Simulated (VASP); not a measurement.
## GaN: band structure with PBE

**Experimental background.**

From a printed reference work, textbook, for a bulk crystal of GaN at 0 K: band gap 3.299 eV (direct).

The system is GaN.

```
CELL_PARAMETERS angstrom
0.00000 2.27409 2.27409
2.27409 0.00000 2.27409
2.27409 2.27409 0.00000
ATOMIC_POSITIONS crystal
Ga 0.00000 0.00000 0.00000
N 0.75000 0.75000 0.75000
```

The cell is a database's computed one.

* Program: VASP 6.6.1
* Task: band structure
* Functional: PBE
* Potentials or basis: VASP PAW PBE potentials, release 64 (Ga_d, N)
* Cutoff: 520 eV
* k mesh: 9 × 9 × 9
* Occupations: gaussian, width 0.02 eV
* Spin: no spin polarisation
* Further INCAR settings: ALGO = Normal; EDIFF = 1e-07; NBANDS = 16

The band gap on the k mesh is 1.55 eV, direct and the band gap along the path is 1.55 eV, direct.

Levels at the corners of the path, in eV from the valence-band top:
| point | band 5 | band 6 | band 7 | band 8 | band 9 | band 10 | band 11 | band 12 | band 13 | band 14 |
| --- | --- | --- | --- | --- | --- | --- | --- | --- | --- | --- |
| Γ | -13.13 | -13.13 | 0.00 | 0.00 | 0.00 | 1.55 | 10.13 | 10.13 | 10.13 | 17.24 |
| X | -13.06 | -11.45 | -6.01 | -2.61 | -2.61 | 3.34 | 6.50 | 11.52 | 13.67 | 13.67 |
| X | -13.06 | -11.45 | -6.01 | -2.61 | -2.61 | 3.34 | 6.50 | 11.52 | 13.67 | 13.67 |
| W | -13.12 | -11.19 | -5.60 | -3.57 | -3.51 | 6.16 | 8.10 | 10.05 | 11.01 | 14.94 |
| W | -13.12 | -11.19 | -5.60 | -3.57 | -3.51 | 6.16 | 8.10 | 10.05 | 11.01 | 14.94 |
| K | -13.09 | -11.31 | -5.76 | -4.11 | -2.10 | 4.95 | 7.64 | 10.89 | 12.60 | 13.35 |
| K | -13.09 | -11.31 | -5.76 | -4.11 | -2.10 | 4.95 | 7.64 | 10.89 | 12.60 | 13.35 |
| Γ | -13.13 | -13.13 | 0.00 | 0.00 | 0.00 | 1.55 | 10.13 | 10.13 | 10.13 | 17.24 |
| Γ | -13.13 | -13.13 | 0.00 | 0.00 | 0.00 | 1.55 | 10.13 | 10.13 | 10.13 | 17.24 |
| L | -13.08 | -11.88 | -6.86 | -0.93 | -0.93 | 4.45 | 8.59 | 10.22 | 10.22 | 15.40 |
| L | -13.08 | -11.88 | -6.86 | -0.93 | -0.93 | 4.45 | 8.59 | 10.22 | 10.22 | 15.40 |
| U | -13.09 | -11.31 | -5.76 | -4.11 | -2.10 | 4.95 | 7.64 | 10.89 | 12.60 | 13.35 |
| U | -13.09 | -11.31 | -5.76 | -4.11 | -2.10 | 4.95 | 7.64 | 10.89 | 12.60 | 13.35 |
| W | -13.12 | -11.19 | -5.60 | -3.57 | -3.51 | 6.16 | 8.10 | 10.05 | 11.01 | 14.94 |
| W | -13.12 | -11.19 | -5.60 | -3.57 | -3.51 | 6.16 | 8.10 | 10.05 | 11.01 | 14.94 |
| L | -13.08 | -11.88 | -6.86 | -0.93 | -0.93 | 4.45 | 8.59 | 10.22 | 10.22 | 15.40 |
| L | -13.08 | -11.88 | -6.86 | -0.93 | -0.93 | 4.45 | 8.59 | 10.22 | 10.22 | 15.40 |
| K | -13.09 | -11.31 | -5.76 | -4.11 | -2.10 | 4.95 | 7.64 | 10.89 | 12.60 | 13.35 |
| U | -13.09 | -11.31 | -5.76 | -4.11 | -2.10 | 4.95 | 7.64 | 10.89 | 12.60 | 13.35 |
| X | -13.06 | -11.45 | -6.01 | -2.61 | -2.61 | 3.34 | 6.50 | 11.52 | 13.67 | 13.67 |

Wall time 26 s on 1 thread of Intel(R) Xeon(R) Platinum 8488C (Sapphire Rapids) (shared host), peak memory 0.17 GiB.

A measured gap of GaN is 3.299 eV (direct; 0 K; a printed reference work, textbook); the calculated 1.55 eV misses it by -1.75 eV. So large a miss can be the level of theory's own, or it may mean another phase, state or a wrong row. Spin-orbit coupling on Ga is left out. The value is that of PBE, without temperature or zero-point motion. Semilocal functionals fall short of measured gaps as a rule. The cell is a database's relaxed one, not the measured one, which moves gaps too.

Caveat: the log is that of the step along the path at fixed density, whose energy, stress, charges and moments have no meaning.
